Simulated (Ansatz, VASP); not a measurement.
Two plane-wave programs on Ba

The input INCAR:

```
PREC = Accurate
ENCUT = 520
EDIFF = 1E-6
ISMEAR = 1
SIGMA = 0.2
LREAL = F
LASPH = T
NELM = 100
ALGO = Normal
ISIF = 2
LWAVE = F
LCHARG = F
GGA = CA
NBANDS = 11
```

Contents of KPOINTS:

```
regular mesh
0
Gamma
  9 9 9
```

POSCAR

```
Ba
1.0
   -2.3789385306      2.3789385306      2.3789385306
    2.3789385306     -2.3789385306      2.3789385306
    2.3789385306      2.3789385306     -2.3789385306
Ba
1
Direct
    0.0000000000      0.0000000000      0.0000000000
```

Input for Ansatz:

```yaml
crystal:
  lattice:
    - [-2.3789385306, 2.3789385306, 2.3789385306]
    - [2.3789385306, -2.3789385306, 2.3789385306]
    - [2.3789385306, 2.3789385306, -2.3789385306]
  atoms:
    - { symbol: Ba, position: [0.0, 0.0, 0.0] }
hamiltonian:
  xc: lda
  pseudopotentials:
    kind: paw
    azcp:
      Ba: "pseudopotentials/Ba.paw.azcp"
basis:
  ecutwfc: 420
  fft_grid_basis: typed
kpoints:
  mp_grid: { grid: [9, 9, 9], shift: [0, 0, 0] }
magnetization:
  spin_polarized: false
scf:
  occupations: { method: methfessel_paxton, width: 0.2 }
  lower_state_search: "off"
output:
  stress: true
```

Alike in both runs: task single point; functional LDA; k mesh 9 × 9 × 9; occupations methfessel-paxton of order 1, width 0.2 eV; no spin polarisation.

```csv
,VASP,Ansatz
version,VASP 6.6.1,Ansatz 0.2.0
potentials or method,"VASP PAW LDA potentials, release 64 (Ba_sv)","plane waves (420 eV) with PAW, scalar-relativistic"
plane-wave cutoff (eV),520,420
valence electrons in the cell,10,10
```

|  | VASP | Ansatz | Ansatz less VASP |
| --- | --- | --- | --- |
| pressure (GPa) | 0.0 | -0.1 | -0.10 |

Ansatz warned: «pseudo_functional_mismatch».

Spin-orbit coupling is left out, which matters for the levels of Ba.
